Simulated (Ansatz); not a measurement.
# ZrSe2 (P-3m1) in Ansatz: equation of state

How stiff is ZrSe2 in PBEsol, and what volume does it want? The cell is scaled to several volumes.

Everything below comes from runs of Ansatz 0.2.0. Logs are shortened: lines on timing, memory, paths and dates and some standing lists are left out, and cuts for length are marked.

**1. The structure**

It takes space group P-3m1 (No. 164, trigonal). Conventional cell: a = 3.798 Å, b = 3.798 Å, c = 6.192 Å, α = 90.00°, β = 90.00°, γ = 120.00°. Zr (site symmetry -3m) has 6 Se at 2.68 Å as nearest neighbours. Se (site symmetry 3m) is surrounded by 3 Zr at 2.68 Å.

**2. Equation of state, PBEsol**

Potentials or basis: all-electron LAPW, scalar-relativistic.

No new run: the results of the series are fitted here.

Results:

* Equilibrium volume: 25.40 Å³/atom
* Bulk modulus at fixed shape and positions: 81 GPa
* Pressure derivative of the bulk modulus: 4.1

Energy against volume, from the lowest point:
| volume (Å³/atom) | energy (meV/atom) |
| --- | --- |
| 24.237 | 14.45 |
| 24.753 | 4.19 |
| 25.268 | 0.00 |
| 25.784 | 1.28 |
| 26.300 | 7.49 |
| 26.815 | 18.14 |
| 27.331 | 32.81 |

Caveat: the cell was scaled at fixed shape and fractional positions, which overstates the stiffness of a crystal with free parameters, most of all of layers and chains; this functional lacks dispersion, which binds the layers, so the pressure and a relaxed spacing across them are unreliable.
